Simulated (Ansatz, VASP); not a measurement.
# TaH: VASP beside Ansatz

```
CELL_PARAMETERS angstrom
4.91945 0.00000 0.00000
0.00000 3.41818 0.00000
0.00000 0.00000 4.91596
ATOMIC_POSITIONS crystal
Ta 0.74241 0.25000 0.49675
Ta 0.25759 0.75000 0.50325
Ta 0.75759 0.75000 0.99675
Ta 0.24241 0.25000 0.00325
H 0.61708 0.25000 0.87320
H 0.38292 0.75000 0.12680
H 0.88292 0.75000 0.37320
H 0.11708 0.25000 0.62680
```

Change from the starting cell: species swapped into the HoNi type (Pnma, No. 62).

Alike in both runs: functional PBE; k mesh 3 × 4 × 4; occupations gaussian, width 0.2 eV; no spin polarisation.

Ansatz relaxed the structure, and its values are those at the end. VASP's run is a single point on that final structure, the one shown.

|  | VASP | Ansatz |
| --- | --- | --- |
| version | VASP 6.6.1 | Ansatz 0.2.0 |
| potentials or method | VASP PAW PBE potentials, release 64 (Ta_pv, H) | scalar-relativistic, plane waves, PAW |
| plane-wave cutoff (eV) | 520 | 420 |
| valence electrons in the cell | 48 | 56 |

Ansatz gave:

```
gap on the k mesh at the Fermi level (eV) : none
pressure (GPa)                            : -0.3
rms of the force components (eV/Å)        : 0.017
```

Problem. Estimate VASP's values.

Solution. gap on the k mesh at the Fermi level (eV): none; pressure (GPa): -0.1; rms of the force components (eV/Å): 0.012.

A gap of «none» marks a metal or a gap that the smearing closes. The two sets of potentials don't hold the same shells in valence.

Caveats: the k mesh is coarse (spacing up to 0.46 Å⁻¹), so the values aren't converged. The runs have no spin-orbit coupling, so splittings on Ta are missing.
